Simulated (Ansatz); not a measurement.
# C in Ansatz: the effect of exact exchange

The system is C.

```
C
1.0
     1.23319    0.71198    8.28262
    -1.23319    0.71198    8.28262
     0.00000   -1.42396    8.28262
C
4
Direct
  0.08717 0.08717 0.08717
  0.75385 0.75385 0.75385
  0.24615 0.24615 0.24615
  0.91283 0.91283 0.91283
```

This isn't the form of C at room conditions, which is graphite.

Alike in all runs:

```yaml
Program: Ansatz 0.2.0
Task: single point
Functional: HSE06 form with a typed share of exact exchange
Potentials_or_basis: Ansatz PAW
Cutoff: "420 eV (not typed: the program's choice for these potentials)"
k_mesh: 6 × 6 × 6
Occupations: fermi-dirac, width 0.05 eV
Spin: no spin polarisation
```

```tsv
exact exchange	gap on the mesh (eV)	pressure (GPa)
0.05	0.19	-0.7
0.1	0.21	-1.7
0.15	0.22	-2.6
0.2	0.24	-3.6
0.25	?	?
0.3	0.27	-5.4
0.4	0.30	-7.3
0.5	0.34	-9.0
```

What does the run with exact exchange 0.25 give?

gap on the mesh 0.25 eV; pressure -4.5 GPa.

Worked out: A straight line through the other rows of the gap on the mesh, of slope 0.325 eV per unit of exact exchange, gives 0.26 eV, against the run's 0.25. A straight line through the other rows of the pressure, of slope -18.5 GPa per unit of exact exchange, gives -4.5 GPa, against the run's -4.5.

Caveats: all runs use coarse meshes; the PAW data sets come from PBE, with cores solved anew for the run's functional, which leaves a small shift of forces and pressure; the thresholds are loose for stress.

A k mesh can miss the band edges.
